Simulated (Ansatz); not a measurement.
**In: one input, then a changed one**

The cell is built from the fcc type as a first guess.

First run: DFT, PBE, PAW with Ansatz's default frozen-core files, scalar-relativistic (Ansatz 0.2.0).

```yaml
crystal:
  lattice:
    - [0.0, 2.1394200102, 2.1394200102]
    - [2.1394200102, 0.0, 2.1394200102]
    - [2.1394200102, 2.1394200102, 0.0]
  atoms:
    - { symbol: In, position: [0.0, 0.0, 0.0] }
kpoints:
  mp_grid: { grid: [15, 15, 15] }
scf:
  occupations: { method: fermi_dirac, width: 0.05 }
hamiltonian:
  xc: pbe
  pseudopotentials: { kind: paw }
output:
  forces: true
  stress: true
relax:
  f_tol: 0.005
  max_steps: 80
  cell: {}
```

Result: converged; relaxed volume 27.497 Å³/atom; 41 SCF iterations in all.

Spin–orbit coupling is left out, though it moves levels of the heavy atoms by tenths of an eV or more.

The input is then changed:

```diff
@@ -13,7 +13,12 @@
   xc: pbe
   pseudopotentials: { kind: paw }
+  dispersion: d3bj
 output:
   forces: true
   stress: true
+  write_density: true
+  write_potential: true
+  elf: true
+  volumetric_format: npy
 relax:
   f_tol: 0.005
```

(1) Predict the outcome of the changed run.

## Answers

(1) It converged; relaxed volume 26.013 Å³/atom; 36 SCF iterations in all.
